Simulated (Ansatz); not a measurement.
# As (Pm-3m) in Ansatz: further runs

The runs below take As through single point, equation of state, with PBEsol.

Program: Ansatz 0.2.0. These are calculated values, not measurements. Logs are shortened: lines on timing, memory, paths and dates and some standing lists are left out, and cuts for length are marked.

### 1 The structure

The structure is cubic, space group Pm-3m (No. 221). The conventional cell has a = 2.704 Å, b = 2.704 Å, c = 2.704 Å, α = 90.00°, β = 90.00°, γ = 90.00°. As (site symmetry m-3m) is surrounded by 6 As at 2.70 Å.

This isn't the form of As at room conditions, which is rhombohedral.

### 2 Single point, PBEsol, 18.58 Å³/atom (volume scaled by 0.94)

input.yaml reads:

```yaml
crystal:
  lattice:
    - [2.6484890792, 0.0, 0.0]
    - [0.0, 2.6484890792, 0.0]
    - [0.0, 0.0, 2.6484890792]
  atoms:
    - { symbol: As, position: [0.5, 0.5, 0.5] }
hamiltonian:
  xc: pbesol
  pseudopotentials: { kind: paw }
kpoints:
  mp_grid: { grid: [10, 10, 10] }
scf:
  occupations: { method: fermi_dirac, width: 0.05 }
output:
  forces: true
  stress: true
  eigenvalues: true
```

Potentials or basis: Ansatz PAW.

Launch:

```
$ ansatz run input.yaml --threads 2 --pin off --max-ram 5632MiB --backend cpu --events-out ev --progress --plain --runs-dir out
```

Output:

```text
Warning: RAYON_NUM_THREADS=2 ignored (pool sized by the plan → 2); use --threads N
Engine: ansatz 0.2.0, x86_64-unknown-linux-gnu
Pseudopotentials: kind: paw
Pseudopotential: As, paw, valence charge 15, recommended cutoff 420 eV (normal), As.paw.azcp
Functional definition: PBEsol
  exchange = pbesol_x
  correlation = pbesol_c
Crystal: 1 atoms, lattice volume = 18.578 Å³
Basis set: ecut = 420 eV, 365 PW (Γ), exchange–correlation on 36×36×36 points (8 copies of the dense FFT grid, shifted against one another)
Bands: 12, of which v1, the nominal top of the filled ones, is band 8 counted from 1 (7 counted from 0)
Symmetry: 48 space group operations
Space group: Pm-3m (ITA 221), of the structure as read, at distance tolerance 2.6e-5 Å
k-points: 56 of 1000
Non-local potential: As, projectors of the file, l = 0: 2, l = 1: 2, l = 2: 3, l = 3: 1
PAW form: soft (Blöchl's): semilocal exchange-correlation on the pseudo side does not see the compensation charge
PAW frozen core: As, regenerated for the run's functional, and the local potential with it (the file was generated under x = pbe(κ = 0.804, μ = 0.2195149727645171), c = pbe(β = 0.06672455060314922))
PAW one-centre angular grid: As, 590 points (default); XC on 64 Gauss nodes
Initial density: superposition of atomic densities (neutral atoms: chi_scale 0, normalization atom), corrected by the library's trained network
Initial wavefunctions: pseudopotential atomic-orbital guess
Functional: x = pbesol(κ = 0.804, μ = 0.12345679012345678), c = pbesol(β = 0.046)
SCF iter   1: F=—  HF=-4812.949286 eV  |F-HF|=—  |Δ(HF+E_count)|=         —  Δρ=1.15e-3  dr2=1.21e-4  ethr=1.77e-3  ⟨swp⟩=5.4  Hψ=4048  notcnv=0
preconditioner: auto → none  [insulator: Δε(μ)=0.140 eV  Ē_g=15.553 eV  σ=0.050 eV  W_gap=0.54  n_scr=6 (ndim 8)  ℏωp=19.3 eV  f_vac=0.000  D(μ)=0.31/eV (n_scr^D=0)  ε∞_Penn≈2.5]
SCF iter   2: F=—  HF=-4812.948974 eV  |F-HF|=—  |Δ(HF+E_count)|=   3.12e-4  Δρ=4.80e-4  dr2=1.98e-5  ethr=8.10e-7  ⟨swp⟩=2.0  Hψ=1535  notcnv=0
SCF iter   3: F=—  HF=-4812.948989 eV  |F-HF|=—  |Δ(HF+E_count)|=   1.45e-5  Δρ=1.42e-4  dr2=1.73e-6  ethr=1.32e-7  ⟨swp⟩=2.0  Hψ=992  notcnv=0
SCF iter   4: F=—  HF=-4812.948990 eV  |F-HF|=—  |Δ(HF+E_count)|=   1.90e-6  Δρ=2.98e-5  dr2=2.02e-7  ethr=1.15e-8  ⟨swp⟩=2.1  Hψ=1062  notcnv=0
iter 5 did not close the SCF: its close was put off for the readings that it lacked (scf_convergence_deferred on its scf_iter line)
SCF iter   5: F=-4812.948990 eV  HF=-4812.948990 eV  |F-HF|=9.64e-8  |Δ(HF+E_count)|=   2.23e-7  Δρ=1.40e-5  dr2=4.37e-8  ethr=1.35e-9  ⟨swp⟩=2.0  Hψ=1045  notcnv=0
SCF iter   6: F=-4812.948990 eV  HF=-4812.948990 eV  |F-HF|=4.73e-11  |Δ(HF+E_count)|=   4.75e-8  Δρ=5.30e-7  dr2=2.41e-11  ethr=2.91e-10  ⟨swp⟩=2.8  Hψ=2522  notcnv=0
SCF 1 converged in 6 iterations: F = -4812.948990 eV  dr2 = 2.41e-11
SCF converged after 6 iterations
Free energy (F): -4812.948990 eV
Harris-Foulkes:  -4812.948990 eV  (|F-HF|=4.73e-11)
Internal energy: -4812.946456 eV  (E = F + TS)
E sigma→0 (E₀):  -4812.947723 eV
Entropy (-TS):   -0.002534 eV (-2.534 meV/atom)
Fermi energy:    12.617965 eV
--- Per-component energies (eV) ---
  E_band       = -202.143914
  E_kinetic    = 103.871265
  E_local      = -1494.918912  (includes V_loc(G=0)·N_el)
  E_nonlocal   = -668.143260
  E_hartree    = 852.858348
  E_xc         = -79.385505
  E_vxc        = -80.136848  (∫ρ·V_xc dr)
  E_paw        = -1792.749217  (= ΣΔE_a)
  E_vpaw       = 231.467153  (= ΣTr[D̂ρ^β])
  E_aug_tail   = 0.000010  (compensation charges beyond the density's cutoff)
  E_ewald      = -1735.445614
  E_core_change = 0.966429  (= ΣΔE_core)
  E_smearing   = -0.002534  (= −TS)
  E_closure    = 0.000000  (closes the sum)
  Σ components = -4812.948990   (vs F -4812.948990, Δ=0.00e0)
--- Forces (eV/Å), atoms counted from 1 ---
  atom   1  As     0.00000000    -0.00000000    -0.00000000
  max |Σ_I F_I| component: 5.26e-31 eV/Å
--- Stress (GPa, compression-positive) ---
        4.418154      -0.000000       0.000000
       -0.000000       4.418154       0.000000
        0.000000       0.000000       4.418154
  P = ⅓ Tr σ = 4.4182 GPa (44.182 kbar)
--- Band table (eV; the first three rows and the last of 56) ---
  k-point 0: bands = ["-23.4223", "-23.4223", "-23.2942", "-23.2942", "-23.2942", "-2.9143", "17.0417", "17.0417", "17.0417", "21.3245", "21.3245", "23.6130"]
  k-point 1: bands = ["-23.4218", "-23.4117", "-23.2974", "-23.2974", "-23.2940", "-2.7185", "14.8289", "17.2170", "17.2170", "21.5014", "22.6866", "24.9910"]
  k-point 2: bands = ["-23.4205", "-23.3838", "-23.3056", "-23.3056", "-23.2933", "-2.1397", "11.5804", "17.7191", "17.7191", "22.0212", "23.5616", "28.8049"]
  k-point 55: bands = ["-23.3643", "-23.3643", "-23.3643", "-23.2434", "-23.2434", "8.1822", "10.7264", "10.7264", "10.7264", "18.4819", "18.4819", "18.4819"]
```

It took 2.1 s on 2 threads of Intel Xeon at 2.50GHz (Skylake/Cascade Lake), shared host; peak memory 0.29 GiB.

What came out:

```yaml
Free_energy: -4812.9490 eV
Pressure: 4.4 GPa
Band_gap_on_the_k_mesh: none (metal or under the smearing width)
```

Caveat: the PAW data sets come from PBE, with cores solved anew for the run's functional, which leaves a small shift of forces and pressure.

### 3 Single point, PBEsol, 18.97 Å³/atom (volume scaled by 0.96)

Changes to input.yaml since step 2:

```diff
@@ -2,5 +2,5 @@
   lattice:
-    - [2.6484890792, 0.0, 0.0]
-    - [0.0, 2.6484890792, 0.0]
-    - [0.0, 0.0, 2.6484890792]
+    - [2.6671410253, 0.0, 0.0]
+    - [0.0, 2.6671410253, 0.0]
+    - [0.0, 0.0, 2.6671410253]
   atoms:
```

Potentials or basis: Ansatz PAW.

Launch:

```
$ ansatz run input.yaml --threads 2 --pin off --max-ram 5632MiB --backend cpu --events-out ev --progress --plain --runs-dir out
```

It took 2 s on 2 threads of Intel Xeon at 2.50GHz (Skylake/Cascade Lake), shared host; peak memory 0.29 GiB.

Results (log left out):

```yaml
Free_energy: -4812.9571 eV
Pressure: 2.2 GPa
Band_gap_on_the_k_mesh: none (metal or under the smearing width)
```

Caveat: the PAW data sets come from PBE, with cores solved anew for the run's functional, which leaves a small shift of forces and pressure.

### 4 Single point, PBEsol, 19.37 Å³/atom (volume scaled by 0.98)

Changes to input.yaml since step 3:

```diff
@@ -2,5 +2,5 @@
   lattice:
-    - [2.6671410253, 0.0, 0.0]
-    - [0.0, 2.6671410253, 0.0]
-    - [0.0, 0.0, 2.6671410253]
+    - [2.6855356826, 0.0, 0.0]
+    - [0.0, 2.6855356826, 0.0]
+    - [0.0, 0.0, 2.6855356826]
   atoms:
```

Launch:

```
$ ansatz run input.yaml --threads 2 --pin off --max-ram 5632MiB --backend cpu --events-out ev --progress --plain --runs-dir out
```

It took 1.9 s on 2 threads of Intel Xeon at 2.50GHz (Skylake/Cascade Lake), shared host; peak memory 0.29 GiB.

The run converged. Its results:

- Free energy: -4812.9600 eV
- Pressure: 0.2 GPa
- Band gap on the k mesh: none (metal or under the smearing width)

Caveat: the PAW data sets come from PBE, with cores solved anew for the run's functional, which leaves a small shift of forces and pressure.

### 5 Single point, PBEsol, 19.76 Å³/atom

Changes to input.yaml since step 4:

```diff
@@ -2,5 +2,5 @@
   lattice:
-    - [2.6855356826, 0.0, 0.0]
-    - [0.0, 2.6855356826, 0.0]
-    - [0.0, 0.0, 2.6855356826]
+    - [2.7036817444, 0.0, 0.0]
+    - [0.0, 2.7036817444, 0.0]
+    - [0.0, 0.0, 2.7036817444]
   atoms:
```

Launch:

```
$ ansatz run input.yaml --threads 2 --pin off --max-ram 5632MiB --backend cpu --events-out ev --progress --plain --runs-dir out
```

Wall time 2.1 s (2 threads of Intel Xeon at 2.50GHz (Skylake/Cascade Lake), shared host); peak memory 0.29 GiB.

It converged, with:

```yaml
Free_energy: -4812.9583 eV
Pressure: -1.6 GPa
Band_gap_on_the_k_mesh: none (metal or under the smearing width)
```

Caveat: the PAW data sets come from PBE, with cores solved anew for the run's functional, which leaves a small shift of forces and pressure.

### 6 Single point, PBEsol, 20.16 Å³/atom (volume scaled by 1.02)

Changes to input.yaml since step 5:

```diff
@@ -2,5 +2,5 @@
   lattice:
-    - [2.7036817444, 0.0, 0.0]
-    - [0.0, 2.7036817444, 0.0]
-    - [0.0, 0.0, 2.7036817444]
+    - [2.7215874433, 0.0, 0.0]
+    - [0.0, 2.7215874433, 0.0]
+    - [0.0, 0.0, 2.7215874433]
   atoms:
@@ -18 +18,5 @@
   eigenvalues: true
+  write_density: true
+  write_potential: true
+  elf: true
+  volumetric_format: npy
```

Potentials or basis: Ansatz PAW.

Launch:

```
$ ansatz run input.yaml --threads 2 --pin off --max-ram 5632MiB --backend cpu --events-out ev --progress --plain --runs-dir out
```

Wall time 2.6 s (2 threads of Intel Xeon at 2.50GHz (Skylake/Cascade Lake), shared host); peak memory 0.3 GiB.

It converged, with:

- Free energy: -4812.9524 eV
- Pressure: -3.2 GPa
- Band gap on the k mesh: none (metal or under the smearing width)

Caveat: the PAW data sets come from PBE, with cores solved anew for the run's functional, which leaves a small shift of forces and pressure.

### 7 Single point, PBEsol, 20.55 Å³/atom (volume scaled by 1.04)

input.yaml reads:

```yaml
crystal:
  lattice:
    - [2.7392605843, 0.0, 0.0]
    - [0.0, 2.7392605843, 0.0]
    - [0.0, 0.0, 2.7392605843]
  atoms:
    - { symbol: As, position: [0.5, 0.5, 0.5] }
hamiltonian:
  xc: pbesol
  pseudopotentials: { kind: paw }
kpoints:
  mp_grid: { grid: [10, 10, 10] }
scf:
  occupations: { method: fermi_dirac, width: 0.05 }
output:
  forces: true
  stress: true
  eigenvalues: true
```

Launch:

```
$ ansatz run input.yaml --threads 2 --pin off --max-ram 5632MiB --backend cpu --events-out ev --progress --plain --runs-dir out
```

It took 2.4 s on 2 threads of Intel Xeon at 2.50GHz (Skylake/Cascade Lake), shared host; peak memory 0.29 GiB.

The run converged. Its results:

```yaml
Free_energy: -4812.9428 eV
Pressure: -4.6 GPa
Band_gap_on_the_k_mesh: none (metal or under the smearing width)
```

Caveat: the PAW data sets come from PBE, with cores solved anew for the run's functional, which leaves a small shift of forces and pressure.

### 8 Single point, PBEsol, 20.95 Å³/atom (volume scaled by 1.06)

Changes to input.yaml since step 7:

```diff
@@ -2,5 +2,5 @@
   lattice:
-    - [2.7392605843, 0.0, 0.0]
-    - [0.0, 2.7392605843, 0.0]
-    - [0.0, 0.0, 2.7392605843]
+    - [2.7567085743, 0.0, 0.0]
+    - [0.0, 2.7567085743, 0.0]
+    - [0.0, 0.0, 2.7567085743]
   atoms:
@@ -18 +18,5 @@
   eigenvalues: true
+  write_density: true
+  write_potential: true
+  elf: true
+  volumetric_format: npy
```

Launch:

```
$ ansatz run input.yaml --threads 2 --pin off --max-ram 5632MiB --backend cpu --events-out ev --progress --plain --runs-dir out
```

Run time: 2.6 s. Hardware: 2 threads of Intel Xeon at 2.50GHz (Skylake/Cascade Lake), shared host; peak memory 0.3 GiB.

Results (log left out):

| Quantity | Value |
| --- | --- |
| Free energy | -4812.9299 eV |
| Pressure | -5.9 GPa |
| Band gap on the k mesh | none (metal or under the smearing width) |

Caveat: the PAW data sets come from PBE, with cores solved anew for the run's functional, which leaves a small shift of forces and pressure.

### 9 Equation of state, PBEsol

Potentials or basis: Ansatz PAW.

No new run: the results of the series are fitted here.

What came out:

```yaml
Equilibrium_volume: 19.41 Å³/atom
Bulk_modulus: 91 GPa
Pressure_derivative_of_the_bulk_modulus: 4.3
```

Energy against volume, from the lowest point:
```tsv
volume (Å³/atom)	energy (meV/atom)
18.578	11.01
18.973	2.92
19.368	0.00
19.764	1.71
20.159	7.56
20.554	17.17
20.949	30.14
```
